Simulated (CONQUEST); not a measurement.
GePt:

```
Pt Ge
1.0
     3.69700    0.00000    0.00000
     0.00000    5.71900    0.00000
     0.00000    0.00000    6.08400
Pt Ge
4 4
Direct
  0.75000 0.00050 0.19080
  0.25000 0.49950 0.69080
  0.75000 0.50050 0.30920
  0.25000 0.99950 0.80920
  0.75000 0.81500 0.59000
  0.25000 0.68500 0.09000
  0.75000 0.31500 0.91000
  0.25000 0.18500 0.41000
```

* Program: CONQUEST 1.3
* Task: single point
* Functional: PBEsol
* Potentials or basis: PseudoDojo NC PBEsol, DZP, grid cutoff 120 Ha
* k mesh: 7 × 5 × 5
* Occupations: fermi-dirac, width 0.05 eV
* Spin: no spin polarisation

On this cell: pressure 5.2 GPa; largest force 0.166 eV/Å; band gap on the k mesh none (metal or under the smearing width).

The same run follows on a disturbed copy (atoms moved at random, drawn with an rms of 0.05 Å):

```
Pt Ge
1.0
     3.69700    0.00000    0.00000
     0.00000    5.71900    0.00000
     0.00000    0.00000    6.08400
Pt Ge
4 4
Direct
  0.74859 0.00634 0.18962
  0.25014 0.49974 0.70034
  0.74044 0.49797 0.30754
  0.24852 0.00313 0.80266
  0.75720 0.81315 0.58888
  0.23849 0.68678 0.09065
  0.74926 0.30610 0.91011
  0.25701 0.18359 0.41251
```

Question: What changes?

Answer: The energy (extrapolated to zero smearing) moves by +9.4 meV/atom; pressure 5.9 GPa; largest force 0.845 eV/Å; band gap on the k mesh none (metal or under the smearing width).

Forces in eV/Å, atoms in the order of the input:
```
Pt   0.148 -0.826  0.093
Pt  -0.005  0.191 -0.535
Pt   0.059  0.149  0.334
Pt   0.169 -0.229  0.469
Ge  -0.288 -0.215 -0.088
Ge   0.196  0.054 -0.062
Ge   0.013  0.618 -0.195
Ge  -0.344  0.254 -0.025
```

Stress tensor (GPa, compression positive):
```
 6.22  0.11 -0.23
 0.11  5.97 -0.47
-0.23 -0.47  5.62
```

The forces don't sum to zero, so they hold noise of the program's grid.

Caveats: the basis of atomic orbitals isn't converged, which shifts pressures, moduli and gaps.
